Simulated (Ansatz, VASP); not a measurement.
Mg in VASP and in Ansatz

```
Mg
1.0
     3.23055    0.00000    0.00000
    -1.61528    2.79774    0.00000
     0.00000    0.00000    5.24481
Mg
2
Direct
  0.66667 0.33333 0.75000
  0.33333 0.66667 0.25000
```

Change from the starting cell: volume scaled by 1.02.

Alike in both runs: task single point; functional LDA; k mesh 10 × 10 × 5; occupations fermi-dirac, width 0.05 eV; no spin polarisation.

|  | VASP | Ansatz |
| --- | --- | --- |
| version | VASP 6.6.1 | Ansatz 0.2.0 |
| potentials or method | VASP PAW LDA potentials, release 64 (Mg), cutoff 520 eV | all-electron LAPW, scalar-relativistic |

|  | VASP | Ansatz | Ansatz less VASP |
| --- | --- | --- | --- |
| gap on the k mesh at the Fermi level (eV) | none | none | - |
| pressure (GPa) | -3.3 | -2.9 | +0.34 |
| largest component of the traceless stress (GPa) | 0.89 | 0.90 | +0.006 |

A gap of «none» marks a metal or a gap that the smearing closes. Ansatz ran all-electron here, so the differences hold the error of VASP's frozen core and of both bases.
